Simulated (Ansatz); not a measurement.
Crystal: Zr.

```
Zr
1.0
     3.23200    0.00000    0.00000
    -1.61600    2.79899    0.00000
     0.00000    0.00000    5.14700
Zr
2
Direct
  0.66667 0.33333 0.75000
  0.33333 0.66667 0.25000
```

Program: Ansatz 0.2.0. Alike in all runs: cell as given.

Problem. Order these runs on this cell by their pressure, lowest first.
A. level LDA; potentials or basis Ansatz PAW; spin SOC, no magnetisation; k mesh 9 × 9 × 5; cutoff (eV) 420; smearing tetrahedron; driver chain
B. level CAM-B3LYP; potentials or basis SPMS NC; spin off; k mesh 6 × 6 × 4; cutoff (eV) 463; smearing gaussian 0.02 eV; driver chain
C. level r2SCAN+D3(BJ); potentials or basis JTH PAW; spin off; k mesh 9 × 9 × 5; cutoff (eV) 990; smearing methfessel-paxton 0.01 eV

Solution. A (-6.1 GPa), C (-1.0 GPa), B (2.5 GPa).

Caveats: the potentials were made for another functional, which shifts forces and pressure (some runs); the thresholds are loose for stress (some runs); pairwise dispersion overbinds metals, which lowers pressure and volume (some runs); the dispersion damping was fitted for another functional or another form of the correction (some runs); with tetrahedron occupations forces and stress needn't match the slope of the energy (some runs).
